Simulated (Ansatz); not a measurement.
# GaAs under strain: ⁷⁵As NMR of the central transition

Cell: an entry of the Crystallography Open Database (COD), relaxed with PBE at fixed cell and then changed (z stretched by 1 %, ions relaxed).

```yaml
crystal:
  lattice:
    - [0.00000, 2.82685, 2.85512]
    - [2.82685, 0.00000, 2.85512]
    - [2.82685, 2.82685, 0.00000]
  atoms:
    - { symbol: Ga, position: [0.00000, 0.00000, 0.00000] }
    - { symbol: As, position: [0.25000, 0.25000, 0.25000] }
```

Sites (sets of like atoms) are named by element and the number of their first atom in this list.

Method: Kohn–Sham DFT in Ansatz, PBE, plane waves and PAW, scalar-relativistic, 420 eV cutoff, Γ-centred 13×13×13 k-points, Fermi–Dirac smearing 0.02 eV.

⁷⁵As has I = 3/2 and Q = 311.0 mb (Pyykkö 2018); at 35.2 T its Larmor frequency is ν₀ = 257.5 MHz. Only the quadrupole interaction is simulated: positions count from each site's isotropic chemical shift, and J coupling is left out, as are shift anisotropy and dipolar coupling, which fast spinning averages.

Simulated pattern of one As site (fast magic-angle spinning, Gaussian broadening 0.04 kHz):

```csv
offset (kHz),height
-0.9620,0
-0.9394,1
-0.9168,3
-0.8942,5
-0.8716,5
-0.8490,5
-0.8264,5
-0.8038,5
-0.7812,5
-0.7586,6
-0.7360,6
-0.7134,6
-0.6908,6
-0.6683,6
-0.6457,6
-0.6231,8
-0.6005,23
-0.5779,64
-0.5553,76
-0.5327,58
-0.5101,47
-0.4875,42
-0.4649,40
-0.4423,38
-0.4197,37
-0.3971,37
-0.3745,36
-0.3519,36
-0.3293,37
-0.3067,38
-0.2841,40
-0.2615,42
-0.2389,45
-0.2163,50
-0.1937,58
-0.1711,76
-0.1485,100
-0.1259,70
-0.1033,15
-0.0808,1
```

(1) Which |C_Q| and η does the pattern imply?

Answers

(1) The pattern spans 0.791 kHz before broadening and its centre of gravity is at -0.369 kHz, which fixes P_Q; the places of the horns and steps fix η. That gives P_Q = 1.95 MHz, |C_Q| = 1.95 MHz and η = 0.00. The sign of C_Q can't be read from the pattern.

An axis of threefold or higher order runs through As, so V_zz lies along it and η is zero.

With a gap of 0.4 eV on this mesh, the gradients can still move by some per cent as the k-mesh gets denser.

The relaxation (1 step) took 13 s of wall time (13 s of CPU time) and 0.58 GiB at its peak, on 1 thread of AMD EPYC 9R14 (Zen 4) (x86_64; 16 cores open to the job, memory cap 3.0 GiB, no GPU), a shared host with a load of 0.4 a core.
